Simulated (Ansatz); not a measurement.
**NaI and the effect of the functional**

```
CELL_PARAMETERS angstrom
0.00000 3.23640 3.23640
3.23640 0.00000 3.23640
3.23640 3.23640 0.00000
ATOMIC_POSITIONS crystal
I 0.50000 0.50000 0.50000
Na 0.00000 0.00000 0.00000
```

Kept alike: task single point; k mesh 6 × 6 × 6; occupations fermi-dirac, width 0.05 eV; no spin polarisation. Program: Ansatz, PAW datasets made for the crystal. Cutoffs run from 260 to 290 eV. The mesh is that of the run's cell of 2 atoms. No spin-orbit coupling.

```csv
functional,band gap (eV)
HSE06,4.670
PBE,3.644
PBE0,5.338
```

Spin-orbit coupling, left out here, moves the band edges of heavy atoms and can close or invert small gaps. A gap read on the mesh alone can miss an edge between its points.

The band gap runs from 3.644 (PBE) to 5.338 eV (PBE0). From PBE: HSE06 +1.026; PBE0 +1.694.
